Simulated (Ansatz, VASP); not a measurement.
# One calculation of Be3H2, two programs

```
CELL_PARAMETERS angstrom
2.29519 0.00000 0.00000
-1.14760 1.98770 0.00000
0.00000 0.00000 7.45167
ATOMIC_POSITIONS crystal
Be 0.00000 0.00000 0.00000
Be 0.66667 0.33333 0.24824
Be 0.33333 0.66667 0.75176
H 0.66667 0.33333 0.63177
H 0.33333 0.66667 0.36823
```

Change from the starting cell: ordered vacancies on the anion sites of caesium chloride (P-3m1, No. 164).

Alike in both runs: functional PBE; k mesh 12 × 12 × 4; occupations gaussian, width 0.1 eV; no spin polarisation.

Ansatz relaxed the structure, and its values are those at the end. VASP's run is a single point on that final structure, the one shown.

|  | VASP | Ansatz |
| --- | --- | --- |
| version | VASP 6.6.1 | Ansatz 0.2.0 |
| potentials or method | VASP PAW PBE potentials, release 64 (Be, H) | scalar-relativistic, plane waves, PAW |
| plane-wave cutoff (eV) | 520 | 420 |
| valence electrons in the cell | 8 | 8 |

```csv
,VASP,Ansatz,Ansatz less VASP
gap on the k mesh at the Fermi level (eV),none,none,-
pressure (GPa),0.2,0.2,+0.01
rms of the force components (eV/Å),0.004,0.005,+0.0006
```

A gap of «none» marks a metal or a gap that the smearing closes.
